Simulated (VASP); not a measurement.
# BaF2 (Frankdicksonite) (Fm-3m) in VASP: further runs, part 2 of 2

VASP 6.6.1. The steps go on from the part before.

**4. Dielectric tensor, PBEsol**

This run uses another cell than the first one, of 19.64 Å³/atom, 0.952 times its volume.

Input file INCAR:

```
PREC = Accurate
ENCUT = 600
EDIFF = 1E-8
ISMEAR = 0
SIGMA = 0.03
LREAL = False
LASPH = True
NELM = 80
ALGO = Fast
ISIF = 2
LWAVE = False
LCHARG = False
GGA = PS
LEPSILON = True
KPAR = 2
```

Input file KPOINTS:

```
regular mesh
0
Monkhorst-Pack
  12 12 12
```

Input file POSCAR:

```
BaF2                                    
1.0
    0.0000000000      3.0882183965      3.0882183965
    3.0882183965      0.0000000000      3.0882183965
    3.0882183965      3.0882183965      0.0000000000
  Ba              F             
     1     2
Direct
     0.0000000000000000    0.0000000000000000    0.0000000000000000
     0.2500000000000000    0.2500000000000000    0.2500000000000000
     0.7500000000000000    0.7500000000000000    0.7500000000000000
```

Potentials or basis: VASP PAW PBE potentials, release 64 (Ba_sv, F).

On the command line:

```console
$ cat potpaw_PBE.64/Ba_sv/POTCAR potpaw_PBE.64/F/POTCAR > POTCAR
$ mpirun -np 2 vasp_std > vasp.out
```

OUTCAR:

```text
PREC = Accurate
   ENCUT = 600
   EDIFF = 1E-8
   ISMEAR = 0
   LREAL = False
   LASPH = True
   NELM = 80
   ISIF = 2
   GGA = PS
   LEPSILON = True

 ion  position               nearest neighbor table
   1  0.000  0.000  0.000-   3 2.67   3 2.67   3 2.67   2 2.67   2 2.67   2 2.67   3 2.67   2 2.67

   2  0.250  0.250  0.250-   1 2.67   1 2.67   1 2.67   1 2.67
   3  0.750  0.750  0.750-   1 2.67   1 2.67   1 2.67   1 2.67

  LATTYP: Found a face centered cubic cell.
 ALAT       =     6.1764367930

  Lattice vectors:

 A1 = (   0.0000000000,   3.0882183965,   3.0882183965)
 A2 = (   3.0882183965,   0.0000000000,   3.0882183965)
 A3 = (   3.0882183965,   3.0882183965,   0.0000000000)

Analysis of symmetry for initial positions (statically):
=====================================================================
 Subroutine PRICEL returns:
 Original cell was already a primitive cell.

 Routine SETGRP: Setting up the symmetry group for a
 face centered cubic supercell.

 Subroutine GETGRP returns: Found 48 space group operations
 (whereof 48 operations were pure point group operations)
 out of a pool of 48 trial point group operations.

The static configuration has the point symmetry O_h .

Analysis of symmetry for dynamics (positions and initial velocities):
=====================================================================
 Subroutine PRICEL returns:
 Original cell was already a primitive cell.

 Routine SETGRP: Setting up the symmetry group for a
 face centered cubic supercell.

 Subroutine GETGRP returns: Found 48 space group operations
 (whereof 48 operations were pure point group operations)
 out of a pool of 48 trial point group operations.

The dynamic configuration has the point symmetry O_h .

 Subroutine INISYM returns: Found 48 space group operations
 (whereof 48 operations are pure point group operations),
 and found     1 'primitive' translations

----------------------------------------------------------------------------------------

                                     Primitive cell

  volume of cell :      58.9053

  direct lattice vectors                    reciprocal lattice vectors
     0.000000000  3.088218396  3.088218396    -0.161905648  0.161905648  0.161905648
     3.088218396  0.000000000  3.088218396     0.161905648 -0.161905648  0.161905648
     3.088218396  3.088218396  0.000000000     0.161905648  0.161905648 -0.161905648

  length of vectors
     4.367400340  4.367400340  4.367400340     0.280428808  0.280428808  0.280428808

  position of ions in fractional coordinates (direct lattice)
     0.000000000  0.000000000  0.000000000
     0.250000000  0.250000000  0.250000000
     0.750000000  0.750000000  0.750000000

  ion indices of the primitive-cell ions
   primitive index   ion index
                 1           1
[... 568 lines left out ...]
      6      -9.9608      2.00000
[... 8 lines left out ...]
     15       7.3708      0.00000
     16       8.5325      0.00000

 [... further k-points ...]

  FORCE on cell =-STRESS in cart. coord.  units (eV):
  Direction    XX          YY          ZZ          XY          YZ          ZX
  --------------------------------------------------------------------------------------
  -------------------------------------------------------------------------------------
  Total       -0.0014450     -0.0014450     -0.0014450     -0.0000000      0.0000000      0.0000000
  in kB       -0.0393034     -0.0393034     -0.0393034     -0.0000000      0.0000000      0.0000000
  external PRESSURE =      -0.0393034 kB  Pullay stress =       0.0000000 kB

 VOLUME and BASIS-vectors are now :
 -----------------------------------------------------------------------------
  energy-cutoff  :      600.00
  volume of cell :       58.91
      direct lattice vectors                 reciprocal lattice vectors
     0.000000000  3.088218396  3.088218396    -0.161905648  0.161905648  0.161905648
     3.088218396  0.000000000  3.088218396     0.161905648 -0.161905648  0.161905648
     3.088218396  3.088218396  0.000000000     0.161905648  0.161905648 -0.161905648

 POSITION                                       TOTAL-FORCE (eV/Angst)
 -----------------------------------------------------------------------------------
      0.00000      0.00000      0.00000         0.000000      0.000000      0.000000
      1.54411      1.54411      1.54411         0.000000      0.000000     -0.000000
      4.63233      4.63233      4.63233        -0.000000     -0.000000      0.000000
 -----------------------------------------------------------------------------------
    total drift:                                0.000000      0.000000      0.000000

  FREE ENERGIE OF THE ION-ELECTRON SYSTEM (eV)
  ---------------------------------------------------
  free  energy   TOTEN  =       -17.6452215985 eV

  energy  without entropy=      -17.6452215985  energy(sigma->0) =      -17.64522160

 HEAD OF MICROSCOPIC STATIC DIELECTRIC TENSOR (INDEPENDENT PARTICLE, excluding Hartree and local field effects)
 ------------------------------------------------------
           2.555535     0.000000    -0.000000
           0.000000     2.555535     0.000000
          -0.000000     0.000000     2.555535
 ------------------------------------------------------

 Free energy of the ion-electron system (eV)
  ---------------------------------------------------
  ---------------------------------------------------
  free energy    TOTEN  =        -0.24665423 eV

  energy without entropy =       -0.24665423

------------------------ aborting loop because EDIFF is reached ----------------------------------------

--------------------------------------- Ionic step        2  -------------------------------------------

------------------------ aborting loop because EDIFF is reached ----------------------------------------

--------------------------------------- Ionic step        3  -------------------------------------------

 Free energy of the ion-electron system (eV)
  ---------------------------------------------------
  ---------------------------------------------------
  free energy    TOTEN  =        -0.24665416 eV

  energy without entropy =       -0.24665416

------------------------ aborting loop because EDIFF is reached ----------------------------------------

 PIEZOELECTRIC TENSOR FIELD DIRECTION 3  (e Angst)
 -----------------------------------------------------------------------------
     0.00014  0.00000  0.00000           (  0.00000  0.00000  0.00000)
     0.00000  0.00014  0.00000           (  0.00000  0.00000  0.00000)
    -0.00000  0.00000  0.00000           (  0.00000  0.00000 -0.00000)

 PIEZOELECTRIC TENSOR FIELD DIRECTION 3  (C/m^2)
 -----------------------------------------------------------------------------
     0.00004  0.00000  0.00000
     0.00000  0.00004  0.00000
    -0.00000  0.00000  0.00000

 MACROSCOPIC STATIC DIELECTRIC TENSOR (including local field effects in DFT)
 ------------------------------------------------------
           2.391424     0.000000    -0.000000
           0.000000     2.391424    -0.000000
          -0.000000    -0.000000     2.391424
 ------------------------------------------------------

 PIEZOELECTRIC TENSOR (including local field effects)  for field in x, y, z        (e  Angst)
          XX          YY          ZZ          XY          YZ          ZX
  --------------------------------------------------------------------------------
  x     0.00000     0.00000     0.00000     0.00000     0.00000     0.00000
  y     0.00000     0.00000     0.00000     0.00000     0.00000     0.00000
  z     0.00000     0.00000     0.00000     0.00000     0.00000     0.00000

 PIEZOELECTRIC TENSOR (including local field effects)  for field in x, y, z        (C/m^2)
          XX          YY          ZZ          XY          YZ          ZX
  --------------------------------------------------------------------------------
  x     0.00000     0.00000     0.00000     0.00000     0.00000     0.00000
  y     0.00000     0.00000     0.00000     0.00000     0.00000     0.00000
  z     0.00000     0.00000     0.00000     0.00000     0.00000     0.00000

 BORN EFFECTIVE CHARGES (including local field effects) (in |e|, cummulative output)
 ---------------------------------------------------------------------------------
 ion    1
    1     2.58689     0.00000     0.00000
    2     0.00000     2.58689     0.00000
    3     0.00000     0.00000     2.58689
 ion    2
    1    -1.29345     0.00000     0.00000
    2     0.00000    -1.29345     0.00000
    3     0.00000     0.00000    -1.29345
 ion    3
    1    -1.29345     0.00000     0.00000
    2     0.00000    -1.29345     0.00000
    3     0.00000     0.00000    -1.29345
```

OSZICAR:

```text
N       E                     dE             d eps       ncg     rms          rms(c)
DAV:   1     0.170380607962E+03    0.17038E+03   -0.14269E+04  5824   0.157E+03
DAV:   2    -0.120421508538E+02   -0.18242E+03   -0.17811E+03  7544   0.308E+02
DAV:   3    -0.190282032422E+02   -0.69861E+01   -0.69778E+01  7912   0.695E+01
[... 12 lines left out ...]
RMM:   7    -0.246660654440E+00   -0.23471E-03   -0.12868E-05 29100   0.221E-02    0.208E-03
RMM:   8    -0.246637372653E+00    0.23282E-04   -0.25308E-06 33444   0.638E-03    0.868E-04
RMM:   9    -0.246655885455E+00   -0.18513E-04   -0.21590E-06 30641   0.286E-03    0.172E-04
RMM:  10    -0.246649997049E+00    0.58884E-05   -0.11134E-06 35263   0.881E-04    0.148E-04
RMM:  11    -0.246653596075E+00   -0.35990E-05   -0.62894E-07 31902   0.335E-04    0.383E-05
RMM:  12    -0.246654158428E+00   -0.56235E-06   -0.82600E-08 26178   0.111E-04    0.949E-06
```

Run time: 24 min. Hardware: 2 MPI ranks of Intel Xeon Platinum 8488C (Sapphire Rapids), shared host; peak memory 1.3 GiB.

What came out:

```
Electronic dielectric tensor (diagonal) : 2.39
Born charges (mean of the diagonal)     : Ba +2.59; F -1.29 e
```

Levels at points of the mesh, in eV from the valence-band top:
| k point | band 10 | band 11 | band 12 | band 13 | band 14 | band 15 |
| --- | --- | --- | --- | --- | --- | --- |
| (0.04, 0.04, 0.04) | -0.10 | -0.09 | -0.09 | 6.72 | 9.15 | 9.15 |

Electronic dielectric tensor:
```
2.39 0.00 0.00
0.00 2.39 0.00
0.00 0.00 2.39
```

Born effective charge tensors (e):
atom 1, Ba
```
2.59 0.00 0.00
0.00 2.59 0.00
0.00 0.00 2.59
```
atom 2, F
```
-1.29  0.00  0.00
 0.00 -1.29  0.00
 0.00  0.00 -1.29
```
atom 3, F
```
-1.29  0.00  0.00
 0.00 -1.29  0.00
 0.00  0.00 -1.29
```

Caveat: the PAW data sets were made with another functional, which shifts forces and pressure a little.
